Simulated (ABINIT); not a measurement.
## PtSe2 (Sudovikovite) in ABINIT: convergence with nband

Input of the first run (nband 12); the others differ in this setting and in those tied to it:

The input run.abi:

```
pp_dirpath "./"
pseudos "Pt.GGA_PBE-JTH.xml, Se.GGA_PBE-JTH.xml"

acell 3*1.0
rprim
     7.0373400881     0.0000000000     0.0000000000
    -3.5186700441     6.0945152914     0.0000000000
     0.0000000000     0.0000000000     9.5657936429
ntypat 2
znucl 78 34
natom 3
typat 1 2 2
xred
     0.0000000000     0.0000000000     0.0000000000
     0.6666666667     0.3333333333     0.7500000000
     0.3333333333     0.6666666667     0.2500000000

ecut 435.382180 eV
pawecutdg 32.0
pawxcdev 0

kptopt 1
ngkpt 8 8 5
nshiftk 1
shiftk 0.0 0.0 0.0

ixc -106131

nband 12
occopt 6
tsmear 0.00367493

nstep 100
tolvrs 1.0e-9

iomode 3
prtwf 0
prtden 0
prteig 0
prtebands 0
enunit 2
```

Potentials or basis: JTH PAW PBE v2.0.

Launch:

```sh
$ abinit run.abi > log 2>&1
```

Hardware: 1 thread of Intel(R) Xeon(R) Platinum 8259CL CPU @ 2.50GHz (Skylake/Cascade Lake), on a shared host.

| nband | energy less the tightest run (meV/atom) | SCF cycles | CPU time (s) | peak memory (GiB) |
| --- | --- | --- | --- | --- |
| 12 | 0.00 | 27 | 79 | 0.12 |
| 13 | 0.00 | 40 | 120 | 0.12 |
| 14 | 0.00 | 20 | 58 | 0.12 |
| 15 | 0.00 | 20 | 61 | 0.12 |
| 16 | 0.00 | 20 | 64 | 0.12 |
| 19 | 0.00 | 16 | 60 | 0.13 |
| 25 | 0.00 | 18 | 83 | 0.13 |

Against the tightest run, the energy stays within 1 meV/atom from 12 on. The tightest run that finished is the yardstick and may itself not be fully converged.

Caveat, for the tightest run too: the atomic spheres overlap. The run has no spin-orbit coupling, so splittings on Pt are missing.
